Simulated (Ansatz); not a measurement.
Relaxed ZrO2 (tetragonal-ZrO2 type, space group P4_2/nmc):

```yaml
crystal:
  lattice:
    - [3.62104, 0.00000, 0.00000]
    - [0.00000, 3.62104, 0.00000]
    - [0.00000, 0.00000, 5.28279]
  atoms:
    - { symbol: Zr, position: [0.00000, 0.00000, 0.00000] }
    - { symbol: Zr, position: [0.50000, 0.50000, 0.50000] }
    - { symbol: O, position: [0.00000, 0.50000, 0.19278] }
    - { symbol: O, position: [0.00000, 0.50000, 0.69278] }
    - { symbol: O, position: [0.50000, 0.00000, 0.30722] }
    - { symbol: O, position: [0.50000, 0.00000, 0.80722] }
```

The atoms are displaced by Q × the pattern below (from a DFPT mode at Γ, largest move 1; Q in Å), at fixed cell.

```csv
atom,x,y,z
Zr1,0.000,0.000,-0.351
Zr2,0.000,0.000,-0.351
O3,0.000,0.000,1.000
O4,0.000,0.000,1.000
O5,0.000,0.000,1.000
O6,0.000,0.000,1.000
```

These are PBE (plane waves to 420 eV, PAW, scalar-relativistic; Ansatz, a program for electronic structure) values and carry that method's errors. k mesh 9×9×6 (Γ-centred), Fermi-Dirac smearing 0.05 eV. The energy includes the smearing's −TS. This is a high-temperature form of ZrO2. ZrO2 is run without spin polarisation. ZrO2 was relaxed with its symmetry unable to fall. The zero of ΔE is the undisplaced structure.

```json
[
 {"Q (Å)": "-0.2800", "ΔE (meV/cell)": "1174"},
 {"Q (Å)": "-0.2333", "ΔE (meV/cell)": "withheld"},
 {"Q (Å)": "-0.1867", "ΔE (meV/cell)": "542"},
 {"Q (Å)": "-0.1400", "ΔE (meV/cell)": "310"},
 {"Q (Å)": "-0.0933", "ΔE (meV/cell)": "140"},
 {"Q (Å)": "-0.0467", "ΔE (meV/cell)": "35"},
 {"Q (Å)": "0.0000", "ΔE (meV/cell)": "0"},
 {"Q (Å)": "0.0467", "ΔE (meV/cell)": "35"},
 {"Q (Å)": "0.0933", "ΔE (meV/cell)": "140"},
 {"Q (Å)": "0.1400", "ΔE (meV/cell)": "310"},
 {"Q (Å)": "0.1867", "ΔE (meV/cell)": "542"},
 {"Q (Å)": "0.2333", "ΔE (meV/cell)": "withheld"},
 {"Q (Å)": "0.2800", "ΔE (meV/cell)": "1174"}
]
```

**Question.** Fit an even polynomial form (powers 2, 4) to the given rows and predict ΔE at Q = -0.2333.

**Answer.** Least squares on the 11 given rows: ΔE = (16060)·Q² + (-13860)·Q⁴, in meV/cell with Q in Å; root-mean-square residual 0.7 meV/cell. At -0.2333 the fit gives 833 meV/cell; the calculation gives 831 meV/cell, so the interpolation is off by 2 (+0.2 %). The quadratic term alone would give 874 meV/cell.

(A displaced cell: forces are minus the slopes of the energy, force constants its curvatures, and phonons follow from these.)
